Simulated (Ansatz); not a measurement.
# TiAl3: how the energy converges with the cutoff

TiAl3, P1, a = 2.812 Å, b = 4.642 Å, c = 4.935 Å, α, β, γ = 90.2°, 90.8°, 90.8°. Ansatz: r2SCAN, PAW, cutoff varied, Γ-centred 10×6×6 mesh on 4 atoms, Gaussian smearing 0.10 eV; no spin polarisation. Single points at one geometry with displaced atoms, the cutoff alone changed; ΔE is the energy at zero smearing over the run at 600 eV. The runs up to 350 eV lie under the cutoff recommended for these PAW datasets.

| cutoff (eV) | ΔE (meV/atom) |
| --- | --- |
| 200 | 1571.81 |
| 250 | 317.89 |
| 300 | 53.57 |
| 350 | ? |
| 500 | 0.63 |

**Question.** Assume ΔE falls exponentially with the cutoff, fit y = ln ΔE against x, the cutoff in eV, to the other rows, and predict the missing value.

**Answer.** y = 7.360, 5.762, 3.981, -0.462. Means x = 312.5, y = 4.1603; Σ(Δx)² = 51875, ΣΔxΔy = -1325; the slope is their ratio. y = 12.14 − 0.02553 x, a factor of ten per 90 eV. At 350 eV this gives ΔE = 24.64 meV/atom. The run gave 8.59, a ratio of 2.87. Between neighbouring rows the decay runs from a factor of ten per 63 eV to one per 132 eV, so one exponential is only a rough guide. The fast fall gives way to a slow tail. The reference at 600 eV isn't the complete basis: by the fit it lies 0.04 meV/atom above it, and every ΔE is lowered by that much, or by more if the decay slows beyond the rows, as it often does.

This form isn't the usual stable structure of the compound.

10 further runs of this set didn't finish or converge.

Cost: 6 runs of about 4 core-minutes in all, on Intel Xeon Processor @ 2.50GHz (Skylake/Cascade Lake) (shared hosts).